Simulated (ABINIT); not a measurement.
# Si2Mo: optical spectrum with PBE

Si2Mo:

```xyz
3
Lattice="-1.6000 1.6000 3.9305 1.6000 -1.6000 3.9305 1.6000 1.6000 -3.9305" Properties=species:S:1:pos:R:3 pbc="T T T"
Mo    0.0000    0.0000    0.0000
Si    0.0000    0.0000    5.2433
Si    0.0000    0.0000    2.6177
```

| Item | Value |
| --- | --- |
| Program | ABINIT 10.8.3 (patched build) |
| Task | optical spectrum |
| Functional | PBE |
| Potentials or basis | PseudoDojo NC SR PBE v0.4.1 standard |
| Cutoff | 952 eV |
| k mesh | 12 × 12 × 12 |
| Occupations | fermi-dirac, width 0.05 eV |
| Spin | no spin polarisation |
| Bands in the sums | 19 |
| Broadening (eV) | 0.15 |
| Scissor shift (eV) | 0 |
| Tensor components | [11, 33] |

- Pressure: 2.0 GPa
- Largest force: 0.276 eV/Å
- Band gap on the k mesh: none (metal or under the smearing width)

Forces on the atoms (eV/Å):
```
Mo   0.000  0.000  0.000
Si   0.000  0.000 -0.276
Si   0.000  0.000  0.276
```

Stress tensor (GPa, compression positive):
```
2.36 0.00 0.00
0.00 2.36 0.00
0.00 0.00 1.19
```

Dielectric function (mean over the directions given):
| energy (eV) | real part | imaginary part |
| --- | --- | --- |
| 0.33 | 26.51 | 2.82 |
| 0.76 | 25.17 | 2.92 |
| 1.31 | 24.44 | 6.71 |
| 1.74 | 27.96 | 7.75 |
| 2.29 | 30.01 | 18.43 |
| 2.83 | 19.43 | 22.27 |
| 3.27 | 15.65 | 21.61 |
| 3.81 | 13.87 | 28.87 |
| 4.25 | 3.34 | 23.33 |
| 4.79 | 1.69 | 19.87 |
| 5.33 | 2.70 | 21.80 |
| 5.77 | -3.15 | 23.63 |
| 6.31 | -7.94 | 19.41 |
| 6.75 | -9.02 | 14.71 |
| 7.29 | -10.56 | 10.20 |
| 7.84 | -8.57 | 6.99 |
| 8.27 | -7.76 | 5.83 |
| 8.82 | -6.50 | 4.13 |
| 9.36 | -5.87 | 3.61 |
| 9.80 | -5.50 | 2.70 |
| 10.34 | -4.55 | 1.98 |
| 10.78 | -4.12 | 1.76 |
| 11.32 | -3.39 | 1.42 |
| 11.86 | -3.12 | 1.30 |
| 12.30 | -2.80 | 1.12 |
| 12.84 | -2.41 | 0.94 |
| 13.28 | -2.21 | 0.84 |
| 13.82 | -1.93 | 0.76 |
| 14.37 | -1.75 | 0.68 |
| 14.80 | -1.64 | 0.54 |
| 15.35 | -1.40 | 0.46 |
| 15.89 | -1.25 | 0.36 |
| 16.33 | -1.12 | 0.31 |
| 16.87 | -0.94 | 0.22 |
| 17.31 | -0.83 | 0.20 |
| 17.85 | -0.68 | 0.15 |
| 18.39 | -0.55 | 0.12 |
| 18.83 | -0.45 | 0.11 |
| 19.38 | -0.37 | 0.10 |
| 19.92 | -0.27 | 0.09 |

Run time: 13 min on 1 thread of Arm Neoverse V1, with other jobs on the host, peak memory 1.8 GiB.

Caveat: the intraband (Drude) term is left out; spectra need much finer meshes, so this one isn't converged; independent-particle spectra lack excitons.
